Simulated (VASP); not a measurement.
# CdSe in VASP 6.6.1, single-point calculation

INCAR

```
MAXMIX = 10
NELM = 88
ISIF = 2
NSW = 0
NBANDS = 16
LREAL = .FALSE.
PREC = Accurate
EDIFF = 1E-7
LASPH = .TRUE.
SIGMA = 0.01
GGA = PE
IBRION = -1
LCHARG = .FALSE.
LWAVE = .FALSE.
ISMEAR = 0
ENCUT = 520
```

KPOINTS

```
KPOINTS created by Atomic Simulation Environment
0
Gamma
2 2 2
0 0 0
```

POSCAR

```
Cd Se
 1.0000000000000000
     0.1164312953000000    3.0921788317000001    3.0921788317000001
     3.0921788317000001    0.1164312953000000    3.0921788317000001
     3.0921788317000001    3.0921788317000001    0.1164312953000000
 Cd  Se
   1   1
Cartesian
  0.0261811048855097  0.0261811048855097  0.0261811048855097
  1.5490161347894906  1.5490161347894906  1.5490161347894904
```

The recommended PBE PAW datasets give the neutral cell 18 valence electrons.

Command

```
mpirun -np 1 vasp_std
```

OSZICAR

```
N       E                     dE             d eps       ncg     rms          rms(c)
DAV:   1     0.106520931386E+03    0.10652E+03   -0.86940E+03   128   0.103E+03
DAV:   2    -0.935766879866E+00   -0.10746E+03   -0.10099E+03   144   0.242E+02
DAV:   3    -0.491486419934E+01   -0.39791E+01   -0.39720E+01   168   0.491E+01
DAV:   4    -0.493232211280E+01   -0.17458E-01   -0.17457E-01   144   0.311E+00
DAV:   5    -0.493244583172E+01   -0.12372E-03   -0.12372E-03   176   0.232E-01    0.701E+00
DAV:   6    -0.433103429753E+01    0.60141E+00   -0.85179E-01   168   0.102E+01    0.565E+00
DAV:   7    -0.428061766501E+01    0.50417E-01   -0.29230E-01   168   0.337E+00    0.250E+00
DAV:   8    -0.428636320211E+01   -0.57455E-02   -0.28493E-02   136   0.194E+00    0.350E-01
DAV:   9    -0.428743847785E+01   -0.10753E-02   -0.28701E-03   160   0.663E-01    0.868E-02
DAV:  10    -0.428782714315E+01   -0.38867E-03   -0.41677E-04   136   0.221E-01    0.713E-02
DAV:  11    -0.428796326546E+01   -0.13612E-03   -0.18187E-04   136   0.840E-02    0.132E-02
DAV:  12    -0.428796267414E+01    0.59132E-06   -0.73338E-06   176   0.330E-02    0.677E-03
DAV:  13    -0.428796377693E+01   -0.11028E-05   -0.21346E-06   144   0.117E-02    0.227E-03
DAV:  14    -0.428796382541E+01   -0.48481E-07   -0.83227E-08   144   0.196E-03
   1 F= -.42879638E+01 E0= -.42879638E+01  d E =-.587074E-41
```

From OUTCAR

```
k-points           NKPTS =      4   k-points in BZ     NKDIM =      4   number of bands    NBANDS=     16

   NELECT =      18.0000    total number of electrons

   dimension x,y,z NGX =    36 NGY =   36 NGZ =   36
   dimension x,y,z NGXF=    72 NGYF=   72 NGZF=   72

  energy-cutoff  :      520.00
  volume of cell :       55.79
      direct lattice vectors                 reciprocal lattice vectors
     0.116431295  3.092178832  3.092178832    -0.171129915  0.164920099  0.164920099
     3.092178832  0.116431295  3.092178832     0.164920099 -0.171129915  0.164920099
     3.092178832  3.092178832  0.116431295     0.164920099  0.164920099 -0.171129915

 k-points in reciprocal lattice and weights: KPOINTS created by Atomic Simulation Env
   0.00000000  0.00000000  0.00000000       0.125
   0.50000000 -0.00000000 -0.00000000       0.375
   0.50000000  0.50000000  0.00000000       0.375
   0.50000000  0.50000000  0.50000000       0.125

 E-fermi :   1.5331

 k-point     1 :       0.0000    0.0000    0.0000
  band No.  band energies     occupation
      1     -11.2251      2.00000
      2      -7.0071      2.00000
      3      -6.9777      2.00000
      4      -6.9777      2.00000
      5      -6.6452      2.00000
      6      -6.6452      2.00000
      7       1.1082      2.00000
      8       1.4391      2.00000
      9       1.4391      2.00000
     10       1.7573      0.00000
     11       6.6984      0.00000
     12       7.2545      0.00000
     13       7.2545      0.00000
     14      11.0356      0.00000
     15      12.2649      0.00000
     16      12.2649      0.00000

 k-point     2 :       0.5000   -0.0000   -0.0000
  band No.  band energies     occupation
      1     -10.8209      2.00000
      2      -6.9071      2.00000
      3      -6.8987      2.00000
      4      -6.6303      2.00000
      5      -6.6057      2.00000
      6      -6.2861      2.00000
      7      -3.1631      2.00000
      8       0.3579      2.00000
      9       0.6539      2.00000
     10       3.4093      0.00000
     11       7.4577      0.00000
     12       7.4580      0.00000
     13       8.7248      0.00000
     14      11.3163      0.00000
     15      12.6040      0.00000
     16      13.9338      0.00000

 k-point     3 :       0.5000    0.5000    0.0000
  band No.  band energies     occupation
      1     -10.7075      2.00000
      2      -6.8181      2.00000
      3      -6.7426      2.00000
      4      -6.7342      2.00000
      5      -6.5843      2.00000
      6      -6.2356      2.00000
      7      -2.9243      2.00000
      8      -0.7490      2.00000
      9      -0.4169      2.00000
     10       4.1216      0.00000
     11       5.0416      0.00000
     12      10.3004      0.00000
     13      11.3575      0.00000
     14      11.6384      0.00000
     15      13.5854      0.00000
     16      14.0595      0.00000

 ...

  Total        2.5536048      2.5536048      2.5536048     -0.2746789     -0.2746789     -0.2746789
  in kB       73.3292385     73.3292385     73.3292385     -7.8876701     -7.8876701     -7.8876701
  external PRESSURE =      73.3292385 kB  Pullay stress =       0.0000000 kB

 POSITION                                       TOTAL-FORCE (eV/Angst)
 -----------------------------------------------------------------------------------
      0.02618      0.02618      0.02618        -0.043557     -0.043557     -0.043557
      1.54902      1.54902      1.54902         0.043557      0.043557      0.043557
 -----------------------------------------------------------------------------------
    total drift:                                0.000023      0.000023      0.000023

  FREE ENERGIE OF THE ION-ELECTRON SYSTEM (eV)
  ---------------------------------------------------
  free  energy   TOTEN  =        -4.2879638254 eV

  energy  without entropy=       -4.2879638254  energy(sigma->0) =       -4.28796383
```

It converged. Results: gap between bands v and c on the k mesh 0.32 eV; least direct gap on the k mesh 0.32 eV; pressure 7.3 GPa; largest force 0.08 eV/Å. Band v is the last that the valence electrons fill when counted band by band, and c is the next.

These settings aren't sound, so the numbers aren't properties of the crystal.

On sound settings PBE gives a gap of 0.49 eV on its mesh and a pressure of 3.5 GPa for the intended cell.

The run took about 8.3 s on one core of a shared host (Intel Xeon Platinum 8488C) and held 0.2 GiB at most.
